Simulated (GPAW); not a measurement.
Al3Cu:

```
CELL_PARAMETERS angstrom
3.92415 0.00000 0.00000
0.00000 3.92415 0.00000
0.00000 0.00000 3.92415
ATOMIC_POSITIONS crystal
Cu 0.00000 0.00000 0.00000
Al 0.50000 0.50000 0.00000
Al 0.50000 0.00000 0.50000
Al 0.00000 0.50000 0.50000
```

The cell comes from a database or a generator and needn't be the stable form of this composition.

```yaml
Program: GPAW 26.7.0
Task: relaxation of cell and atoms
Functional: PBEsol
Dispersion: D3(BJ)+ATM
Potentials_or_basis: PAW data sets generated in the run's folder for this functional
Cutoff: 600 eV
Basis: pw
k_mesh: 7 × 7 × 7
Occupations: fermi-dirac, width 0.05 eV
Spin: no spin polarisation
```

At the start: pressure -5.4 GPa; volume 15.11 Å³/atom.

Q: How do energy, volume and symmetry change on relaxing?

A: Over 4 steps the energy falls by 14.1 meV/atom and the volume is 14.30 Å³/atom (-5.3 %); space group Pm-3m (No. 221, to 0.05 Å).

The path:
| step | energy change (eV) | largest force (eV/Å) | pressure (GPa) | volume (Å³) |
| --- | --- | --- | --- | --- |
| 1 | 0.0000 | 0.0000 | -5.36 | 60.43 |
| 2 | -0.0105 | 0.0000 | -4.89 | 60.10 |
| 3 | -0.0563 | 0.0000 | 0.38 | 57.01 |
| 4 | -0.0566 | 0.0000 | -0.02 | 57.22 |

Final structure:
```
Cu Al
1.0
     3.85339    0.00000    0.00000
     0.00000    3.85339    0.00000
     0.00000    0.00000    3.85339
Cu Al
1 3
Direct
  0.00000 0.00000 0.00000
  0.50000 0.50000 0.00000
  0.50000 0.00000 0.50000
  0.00000 0.50000 0.50000
```

Caveat: with this Cu data set, volumes or pressures lay over 1.5 % or 2 GPa off other programs in two to four cells of ten; later steps reuse the first step's grids; pairwise dispersion overbinds metals, which lowers pressure and volume.
